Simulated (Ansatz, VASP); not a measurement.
Two plane-wave programs on BaTiO3

File INCAR:

```
ALGO = Normal ; EDIFF = 1E-8
ENCUT = 520 ; GGA = PE
ISIF = 2 ; ISMEAR = -1
LASPH = T ; LCHARG = F
LEFG = T ; LREAL = F
LWAVE = F ; NBANDS = 28
NELM = 100 ; PREC = Accurate
SIGMA = 0.02
```

Contents of KPOINTS:

```
k-points
0
Gamma
  5 5 5
```

POSCAR

```
BaTiO3
1.0
    4.0076816357      0.0000000000      0.0000000000
    0.0000000000      4.0076816357      0.0000000000
    0.0000000000      0.0000000000      4.0076816357
Ba Ti O
1 1 3
Direct
    0.5000000000      0.5000000000      0.5000000000
    0.0000000000      0.0000000000      0.0000000000
    0.5000000000      0.0000000000      0.0000000000
    0.0000000000      0.5000000000      0.0000000000
    0.0000000000      0.0000000000      0.5000000000
```

Input for Ansatz:

```yaml
crystal:
  lattice:
    - [4.0076816357, 0.0, 0.0]
    - [0.0, 4.0076816357, 0.0]
    - [0.0, 0.0, 4.0076816357]
  atoms:
    - { symbol: Ba, position: [0.5, 0.5, 0.5] }
    - { symbol: Ti, position: [0.0, 0.0, 0.0] }
    - { symbol: O, position: [0.5, 0.0, 0.0] }
    - { symbol: O, position: [0.0, 0.5, 0.0] }
    - { symbol: O, position: [0.0, 0.0, 0.5] }
kpoints:
  mp_grid: { grid: [5, 5, 5] }
scf:
  occupations: { method: fermi_dirac, width: 0.02 }
hamiltonian:
  xc: pbe
  pseudopotentials: { kind: paw, frozen_core: stored }
output:
  forces: true
  stress: true
  populations: true
  efg: { quadrupole_moments_barn: { Ba: 0.236, Ti: 0.247, O: -0.02558 } }
```

The cell is a database's computed one.

Alike in both runs: task electric field gradients; functional PBE; k mesh 5 × 5 × 5; occupations fermi-dirac, width 0.02 eV; no spin polarisation.

|  | VASP | Ansatz |
| --- | --- | --- |
| version | VASP 6.6.1 | Ansatz 0.2.0 |
| potentials or method | VASP PAW PBE potentials, release 64 (Ba_sv, Ti_sv, O) | plane-wave PAW, scalar-relativistic |
| plane-wave cutoff (eV) | 520 | 420 |
| valence electrons in the cell | 40 | 40 |

VASP gave:

| Quantity | Value |
| --- | --- |
| gap on the k mesh at the Fermi level (eV) | 1.85 |
| pressure (GPa) | 3.2 |
| Vzz of the field gradient on the site that differs most (V/Å²) | 25.0 |

Problem. Which values does Ansatz return?

Solution. gap on the k mesh at the Fermi level (eV): 1.91; pressure (GPa): 1.4; Vzz of the field gradient on the site that differs most (V/Å²): 26.7.

The functional is the same, so the differences come from potentials, cutoffs and numerics. Ansatz warned: «gradients_without_spin_orbit».

Caveats: spin-orbit coupling is left out, which moves the levels of the heavy elements; an odd mesh through Γ misses points on the zone boundary, where band edges often lie. Expect the measured gap to be larger: semilocal functionals such as PBE lack the derivative discontinuity.
